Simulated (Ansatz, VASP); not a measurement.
## One calculation of ZnO, two programs

The input INCAR:

```
PREC = Accurate
ENCUT = 520
EDIFF = 1E-7
ISMEAR = 0
SIGMA = 0.05
LREAL = False
LASPH = True
NELM = 80
ALGO = Normal
ISIF = 2
LWAVE = False
LCHARG = True
GGA = PS
LELF = True
LVHAR = True
NBANDS = 26
```

KPOINTS

```
regular mesh
0
Gamma
  9 9 6
```

POSCAR

```
ZnO
1.0
    3.1491219313      0.0000000000      0.0000000000
   -1.5745609656      2.7272195921      0.0000000000
    0.0000000000      0.0000000000      5.4898642628
Zn O
2 2
Direct
    0.3333333333      0.6666666667      0.0015754469
    0.6666666667      0.3333333333      0.5015754469
    0.3333333333      0.6666666667      0.3654345349
    0.6666666667      0.3333333333      0.8654345349
```

Input for Ansatz:

```yaml
crystal:
  lattice:
    - [3.1491219313, 0.0, 0.0]
    - [-1.5745609656, 2.7272195921, 0.0]
    - [0.0, 0.0, 5.4898642628]
  atoms:
    - { symbol: Zn, position: [0.3333333333, 0.6666666667, 0.0015754469] }
    - { symbol: Zn, position: [0.6666666667, 0.3333333333, 0.5015754469] }
    - { symbol: O, position: [0.3333333333, 0.6666666667, 0.3654345349] }
    - { symbol: O, position: [0.6666666667, 0.3333333333, 0.8654345349] }
basis:
  ecutwfc: 520.0
kpoints:
  mp_grid: { grid: [9, 9, 6] }
hamiltonian:
  xc: pbesol
  pseudopotentials: { kind: paw, azcp: { folder: soft_1 } }
scf:
  occupations: { method: gaussian, width: 0.05 }
output:
  forces: true
  stress: true
  eigenvalues: true
  write_density: true
  write_potential: true
  elf: true
  volumetric_format: npy
```

Alike in both runs: task single point; functional PBEsol; k mesh 9 × 9 × 6; occupations gaussian, width 0.05 eV; no spin polarisation.

|  | VASP | Ansatz |
| --- | --- | --- |
| version | VASP 6.6.1 | Ansatz 0.2.0 |
| potentials or method | VASP PAW PBE potentials, release 64 (Zn, O) | scalar-relativistic, plane waves, PAW |
| plane-wave cutoff (eV) | 520 | 520 |
| valence electrons in the cell | 36 | 36 |

```tsv
	VASP	Ansatz	Ansatz less VASP
gap on the k mesh at the Fermi level (eV)	0.54	0.55	+0.015
least direct gap on the mesh (eV)	0.54	0.55	+0.015
pressure (GPa)	0.4	-0.5	-0.88
largest component of the traceless stress (GPa)	7.35	7.26	-0.088
rms of the force components (eV/Å)	0.074	0.062	-0.0114
```

Atom by atom the forces differ by 0.011 eV/Å (rms over components). The functional is the same, so the differences come from potentials, cutoffs and numerics. Ansatz warned: «pseudo_functional_mismatch».

Caveats: the PAW data sets were made with another functional, which shifts forces and pressure a little (VASP).
